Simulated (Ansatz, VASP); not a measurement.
## Two plane-wave programs on Sc

```
Sc
1.0
     5.49404    0.00000    0.00000
     0.00000    5.49404    0.00000
     0.00000    0.00000    3.48041
Sc
4
Direct
  0.00000 0.50000 0.46734
  0.50000 0.00000 0.53266
  0.00000 0.00000 0.00000
  0.50000 0.50000 0.00000
```

Change from the starting cell: volume scaled by 1.04.

Alike in both runs: task single point; functional PBE; k mesh 5 × 5 × 8; occupations fermi-dirac, width 0.05 eV; no spin polarisation.

```csv
,VASP,Ansatz
version,VASP 6.6.1,Ansatz 0.2.0
potentials or method,"VASP PAW PBE potentials, release 64 (Sc_sv)",Ansatz PAW
plane-wave cutoff (eV),520,420
valence electrons in the cell,44,44
```

VASP gave:

```
gap on the k mesh at the Fermi level (eV)       : none
pressure (GPa)                                  : -2.7
largest component of the traceless stress (GPa) : 0.41
rms of the force components (eV/Å)              : 0.093
```

Which values does Ansatz return?

gap on the k mesh at the Fermi level (eV): none; pressure (GPa): -2.7; largest component of the traceless stress (GPa): 0.42; rms of the force components (eV/Å): 0.093.

Atom by atom the forces differ by 0.000 eV/Å (rms over components). A gap of «none» marks a metal or a gap that the smearing closes. The functional is the same, so the differences come from potentials, cutoffs and numerics.
